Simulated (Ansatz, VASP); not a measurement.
**One calculation of MgS, two programs**

```
CELL_PARAMETERS angstrom
0.00000 2.60165 2.60165
2.60165 0.00000 2.60165
2.60165 2.60165 0.00000
ATOMIC_POSITIONS crystal
Mg 0.00000 0.00000 0.00000
S 0.50000 0.50000 0.50000
```

Alike in both runs: task single point; functional PBE; k mesh 10 × 10 × 10; occupations fermi-dirac, width 0.03 eV; no spin polarisation.

|  | VASP | Ansatz |
| --- | --- | --- |
| version | VASP 6.6.1 | Ansatz 0.2.0 |
| potentials or method | VASP PAW PBE potentials, release 64 (Mg, S), cutoff 520 eV | all-electron LAPW, scalar-relativistic |

```csv
,VASP,Ansatz,Ansatz less VASP
gap on the k mesh at the Fermi level (eV),2.78,2.79,+0.015
pressure (GPa),0.9,1.2,+0.36
```

Ansatz ran all-electron here, so the differences hold the error of VASP's frozen core and of both bases.

A k mesh can miss the band edges.
